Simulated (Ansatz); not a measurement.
Runs of Ansatz 0.2.0 on Bi. The structure is trigonal, space group R-3m (No. 166). The conventional cell has a = 4.535 Å, b = 4.535 Å, c = 11.814 Å, α = 90.00°, β = 90.00°, γ = 120.00°. Around Bi (site symmetry 3m) lie 6 Bi at 3.06 to 3.52 Å. 

```csv
task,level,spin,k mesh,cutoff (eV),atoms under strain,points for each segment of the path,q mesh,gap on the mesh (eV),pressure (GPa),V0 of scaled cells (Å³/atom),B0 (GPa)
equation of state,r2SCAN,off,7 × 7 × 7,500,-,-,-,-,-,(b),(a)
elastic constants,PBEsol,off,6 × 6 × 6,420,relaxed,-,-,none,-0.4,-,-
band structure,PBEsol,"SOC, no magnetisation",7 × 7 × 7,420,-,14,-,none,0.7,-,-
equation of state,LDA,off,7 × 7 × 7,420,-,-,-,-,-,33.96,53
phonons,PBEsol,off,6 × 6 × 6,420,-,8,2 × 2 × 2,none,-,-,-
```

Alike in all rows: potentials or basis Ansatz PAW; cell as given; smearing fermi-dirac 0.05 eV.

Problem. Fill in the values left out.

Solution. (a) 47; (b) 35.92.

Caveats: spin-orbit coupling is left out, which moves the levels of the heavy elements (some runs); the PAW data sets come from PBE, with cores solved anew for the run's functional, which leaves a small shift of forces and pressure (some runs); the cell was scaled at fixed shape and fractional positions, which overstates the stiffness of a crystal with free parameters, most of all of layers and chains (some runs); the PAW data sets were made with another functional, which shifts forces and pressure a little (some runs); elastic constants of metals need much finer meshes, so these are rough (some runs).

A k mesh can miss the band edges, and rows without SOC leave out spin-orbit coupling on Bi.

A gap of «none» marks a metal or a gap under the smearing width.

Runs at the PBE level aren't shown here.
